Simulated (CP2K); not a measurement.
The system is GaAs.

```
CELL_PARAMETERS angstrom
3.99777 0.00000 0.00000
1.99888 3.46217 0.00000
1.99888 1.15406 3.26417
ATOMIC_POSITIONS crystal
As 0.75000 0.75000 0.75000
Ga 0.00000 0.00000 0.00000
```

Program: CP2K 2026.2. Alike in all runs: level PBE; no spin polarisation; cell as given; k mesh 8 × 8 × 8; smearing fermi-dirac 0.05 eV. Hardware: 1 thread of Arm Neoverse V1 (shared host).

Problem. Order these runs on this cell by their wall time, lowest first.
A. task atomic charges; potentials or basis POTENTIAL_UZH As GTH-PBE-q5, Ga GTH-PBE-q13; TZV2P-MOLOPT-PBE-GTH basis; ADDED_MOS [10]; hirshfeld SHAPE_FUNCTION GAUSSIAN; VORONOI_RADII COVALENT
B. task band structure; potentials or basis GTH_POTENTIALS As GTH-PBE-q5, Ga GTH-PBE-q13; DZVP-MOLOPT-SR-GTH basis; ADDED_MOS [10]; points a segment of the path (NPOINTS) 10; bands added on the path 4
C. task atomic charges; potentials or basis GTH_POTENTIALS As GTH-PBE-q5, Ga GTH-PBE-q13; SZV-MOLOPT-SR-GTH basis; ADDED_MOS [4]; hirshfeld SHAPE_FUNCTION GAUSSIAN; VORONOI_RADII COVALENT

Solution. C (7.6 s), B (26 s), A (74 s).

Caveats: the real-space grid breaks the cell's symmetry a little.
